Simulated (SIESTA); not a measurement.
AlN under changes of volume

One of the cells (10.417 Å³/atom); the others are scaled copies at fixed shape and fractional positions:

```
Al N
1.0
     0.00000    2.18399    2.18399
     2.18399    0.00000    2.18399
     2.18399    2.18399    0.00000
Al N
1 1
Direct
  0.00000 0.00000 0.00000
  0.25000 0.25000 0.25000
```

Measurements of this composition are mostly on another form, of space group No. 186.

```yaml
Program: SIESTA 5.4.2
Functional: PBE
Potentials_or_basis: PseudoDojo 0.4 standard (PBE files)
Basis: TZDP (energy shift 0.003 Ry)
Grid_cutoff: 800 Ry
Energy_shift: 0.003 Ry
k_mesh: 10 × 10 × 10
Occupations: fermi-dirac, width 0.05 eV
Spin: no spin polarisation
```

| volume (Å³/atom) | energy over the lowest point (meV/atom) | pressure (GPa) | gap on the mesh (eV) |
| --- | --- | --- | --- |
| 9.792 | 57.92 | 20.1 | 3.38 |
| 10.001 | ? | ? | ? |
| 10.209 | 18.37 | 10.7 | 3.34 |
| 10.417 | 7.19 | 6.6 | 3.33 |
| 10.626 | 1.16 | 2.8 | 3.31 |
| 10.834 | 0.00 | -0.9 | 3.30 |
| 11.042 | 3.47 | -4.4 | 3.28 |

Q: What does the run at 10.001 Å³/atom give?

A: Energy over the lowest point 35.08 meV/atom; pressure 15.1 GPa; gap on the mesh 3.36 eV.

Worked out: A Birch-Murnaghan fit of order 3 (a polynomial in V^(-2/3)) to the other rows has its minimum at 10.78 Å³/atom with B0 = V·E''(V) = 185 GPa (rough, since the energies scatter). It gives 35.14 meV/atom at 10.001 Å³/atom, against the run's 35.08, and -dE/dV = 15.1 GPa, against 15.1. A straight line through the other rows of the gap, of slope -0.807 eV per unit of ln V, gives 3.36 eV, against the run's 3.36.

Energies are extrapolated to zero smearing.

Caveats: the basis of atomic orbitals isn't converged, which shifts pressures, moduli and gaps.

A mesh can miss the band edges.
